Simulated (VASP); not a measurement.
The system is SiRu.

```
Si Ru
1.0
     4.69048    0.00000    0.00000
     0.00000    4.69048    0.00000
     0.00000    0.00000    4.69048
Si Ru
4 4
Direct
  0.16161 0.33839 0.66161
  0.33839 0.66161 0.16161
  0.66161 0.16161 0.33839
  0.83839 0.83839 0.83839
  0.86865 0.63135 0.36865
  0.63135 0.36865 0.86865
  0.36865 0.86865 0.63135
  0.13135 0.13135 0.13135
```

The cell comes from a database or a generator and needn't be the stable form of this composition.

Base run:

- Program: VASP 6.6.1
- Functional: PBEsol
- Potentials or basis: VASP PAW PBE potentials, release 64 (Si, Ru_pv)
- Cutoff: 700 eV
- k mesh: 8 × 8 × 8
- Occupations: gaussian, width 0.1 eV
- Spin: no spin polarisation

Its results: band gap on the k mesh 0.24 eV, indirect (least direct gap 0.33 eV); pressure 0.0 GPa.

Problem. After a change of settings the same cell gave: band gap on the k mesh 0.30 eV, indirect (least direct gap 0.39 eV); pressure 2.3 GPa. Which change was it?
A. cutoff from 700 eV to 520 eV; occupations from gaussian, width 0.1 eV to gaussian, width 0.5 eV
B. cutoff from 700 eV to 520 eV; k mesh from 8 × 8 × 8 to 12 × 12 × 12
C. cutoff from 700 eV to 900 eV
D. functional from PBEsol to r2SCAN; cutoff from 700 eV to 520 eV

Solution. D.

Caveats: the PAW data sets were made with another functional, which shifts forces and pressure a little.
